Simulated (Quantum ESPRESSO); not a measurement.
Pd under changes of volume

One of the cells (15.531 Å³/atom); the others are scaled copies at fixed shape and fractional positions:

```
CELL_PARAMETERS angstrom
2.78367 0.00000 0.00000
-1.39183 2.41072 0.00000
0.00000 0.00000 4.62889
ATOMIC_POSITIONS crystal
Pd 0.33333 0.66667 0.25000
Pd 0.66667 0.33333 0.75000
```

This isn't the form of Pd at room conditions, which is fcc.

```yaml
Program: Quantum ESPRESSO 7.5
Functional: LDA
Potentials_or_basis: GBRV 1.5 LDA
Cutoff: 612 eV
Density_cutoff: 4898 eV
k_mesh: 11 × 11 × 6
Occupations: fermi-dirac, width 0.05 eV
Spin: no spin polarisation
```

| volume (Å³/atom) | energy over the lowest point (meV/atom) | pressure (GPa) |
| --- | --- | --- |
| 14.600 | 0.00 | -5.0 |
| 14.910 | 13.15 | -9.0 |
| 15.221 | 33.49 | -12.4 |
| 15.531 | 60.09 | -15.4 |
| 15.842 | ? | ? |
| 16.153 | 128.62 | -20.2 |
| 16.463 | 169.21 | -22.1 |

Task: What does the run at 15.842 Å³/atom give?

Result: Energy over the lowest point 92.06 meV/atom; pressure -18.0 GPa.

Worked out: A Birch-Murnaghan fit of order 3 (a polynomial in V^(-2/3)) to the other rows has its minimum at 14.28 Å³/atom, just outside them, with B0 = V·E''(V) = 226 GPa and B' = 5.4 at fixed shape and positions, which overstates the stiffness. It gives 92.01 meV/atom at 15.842 Å³/atom, against the run's 92.06, and -dE/dV = -17.7 GPa, against -18.0.

Energies are extrapolated to zero smearing.
